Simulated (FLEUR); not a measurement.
NaI: band structure with LDA

NaI:

```
I Na
1.0
     0.00000    3.23640    3.23640
     3.23640    0.00000    3.23640
     3.23640    3.23640    0.00000
I Na
1 1
Direct
  0.50000 0.50000 0.50000
  0.00000 0.00000 0.00000
```

| Quantity | Value |
| --- | --- |
| Program | FLEUR MaX-R8.1 (later development tree) |
| Task | band structure |
| Functional | LDA |
| Potentials or basis | all-electron |
| Basis | FLAPW |
| Kmax | 4.1 1/bohr |
| k mesh | 7 × 7 × 7 |
| Occupations | fermi-dirac, width 0.05 eV |
| Spin | no spin polarisation |
| Gmax | 12.7 1/bohr |
| Muffin-tin radii | I 2.66, Na 2.66 bohr |
| lmax | I 10, Na 10 |
| lnonsphr | I 10, Na 10 |
| Local orbitals a species | I 6, Na 5 |
| Max iterations | 60 |
| Mixing factor | 0.05 |
| Mixer | Anderson |
| Mixer history | 15 |
| Density convergence | 1e-05 me/bohr^3 |

The band gap on the k mesh is 3.33 eV, direct, the band gap along the path is 3.33 eV, direct and the valence electrons inside the program's atomic spheres are I 21.15; Na 8.21 (radii I 2.66, Na 2.66 bohr).

Levels at the corners of the path, in eV from the valence-band top:
| point | band 14 | band 15 | band 16 | band 17 | band 18 | band 19 |
| --- | --- | --- | --- | --- | --- | --- |
| Γ | 0.00 | 0.00 | 0.00 | 3.33 | 7.84 | 7.84 |
| X | -1.95 | -0.76 | -0.76 | 4.27 | 5.40 | 9.61 |
| W | -1.44 | -1.44 | -0.96 | 5.64 | 7.33 | 7.33 |
| K | -1.68 | -1.38 | -0.61 | 5.01 | 6.53 | 8.51 |
| Γ | 0.00 | 0.00 | 0.00 | 3.33 | 7.84 | 7.84 |
| L | -2.24 | -0.29 | -0.29 | 4.87 | 7.31 | 7.31 |
| U | -1.68 | -1.38 | -0.61 | 5.01 | 6.53 | 8.51 |
| W | -1.44 | -1.44 | -0.96 | 5.64 | 7.33 | 7.33 |
| L | -2.24 | -0.29 | -0.29 | 4.87 | 7.31 | 7.31 |
| K | -1.68 | -1.38 | -0.61 | 5.01 | 6.53 | 8.51 |
| U | -1.68 | -1.38 | -0.61 | 5.01 | 6.53 | 8.51 |
| X | -1.95 | -0.76 | -0.76 | 4.27 | 5.40 | 9.61 |

Core levels (eV from the Fermi level):
```csv
atom,levels
1 I,"1s1/2 -32917.7, 2s1/2 -5079.3, 2p1/2 -4767.7, 2p3/2 -4469.3, 3s1/2 -1019.0, 3p1/2 -889.9, 3p3/2 -833.8, 4s1/2 -172.8, 3d3/2 -605.5, 3d5/2 -593.7"
2 Na,1s1/2 -1021.6
```

Wall time 55 s on 1 thread of Arm Neoverse V1, with other jobs on the host, peak memory 0.07 GiB.

Caveat: spin-orbit coupling is left out, which moves the levels of the heavy elements.
